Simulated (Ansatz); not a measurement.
Zn:

```
Zn
1.0
     0.00000    1.96478    1.96478
     1.96478    0.00000    1.96478
     1.96478    1.96478    0.00000
Zn
1
Direct
  0.00000 0.00000 0.00000
```

This isn't the form of Zn at room conditions, which is hcp.

- Program: Ansatz 0.2.0
- Task: relaxation of cell and atoms
- Functional: revPBE
- Dispersion: D3(BJ)
- Potentials or basis: Ansatz PAW
- Cutoff: 420 eV (not typed: the program's choice for these potentials)
- k mesh: 12 × 12 × 12
- Occupations: fermi-dirac, width 0.05 eV
- Spin: no spin polarisation

At the start: volume 15.17 Å³/atom.

Question: How do energy, volume and symmetry change on relaxing?

Answer: It ends after 5 steps and the volume is 13.82 Å³/atom (-8.9 %); space group Fm-3m (No. 225, to 0.05 Å).

The path:
```
step  energy change (eV)  largest force (eV/Å)  volume (Å³)
   1              0.0000                0.0000        15.17
   2             -0.0283                0.0000        14.20
   3             -0.0313                0.0000        13.74
   4             -0.0314                0.0000        13.82
   5             -0.0302                0.0000        13.82
```

Final structure:
```
CELL_PARAMETERS angstrom
0.00000 1.90489 1.90489
1.90489 0.00000 1.90489
1.90489 1.90489 0.00000
ATOMIC_POSITIONS crystal
Zn 0.00000 0.00000 0.00000
```

Caveat: the plane-wave basis is chosen anew once the cell has moved, so the energies of steps on either side of that aren't comparable; pairwise dispersion overbinds metals, which lowers pressure and volume; the PAW data sets come from PBE, with cores solved anew for the run's functional, which leaves a small shift of forces and pressure.
